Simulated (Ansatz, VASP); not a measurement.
Two plane-wave programs on HfN

```
Hf N
1.0
     0.00000    2.44628    2.44628
     2.44628    0.00000    2.44628
     2.44628    2.44628    0.00000
Hf N
1 1
Direct
  0.00000 0.00000 0.00000
  0.75000 0.75000 0.75000
```

Alike in both runs: functional BLYP; dispersion D3(BJ); k mesh 11 × 11 × 11; no spin polarisation.

Ansatz relaxed the structure, and its values are those at the end. VASP's run is a single point on that final structure, the one shown.

|  | VASP | Ansatz |
| --- | --- | --- |
| version | VASP 6.6.1 | Ansatz 0.2.0 |
| potentials or method | VASP PAW PBE potentials, release 64 (Hf_pv, N) | plane waves, PAW |
| plane-wave cutoff (eV) | 520 | 517 |
| occupations | methfessel-paxton of order 1, width 0.1 eV | cold |
| valence electrons in the cell | 15 | 31 |

|  | VASP | Ansatz | Ansatz less VASP |
| --- | --- | --- | --- |
| pressure (GPa) | -0.4 | 0.0 | +0.43 |
| dispersion energy (meV/atom) | -709.9 | -710.0 | -0.10 |

The two sets of potentials don't hold the same shells in valence.

Caveats: the PAW data sets were made with another functional, which shifts forces and pressure a little (VASP); pairwise dispersion overbinds metals, which lowers pressure and volume. The runs have no spin-orbit coupling, so splittings on Hf are missing.
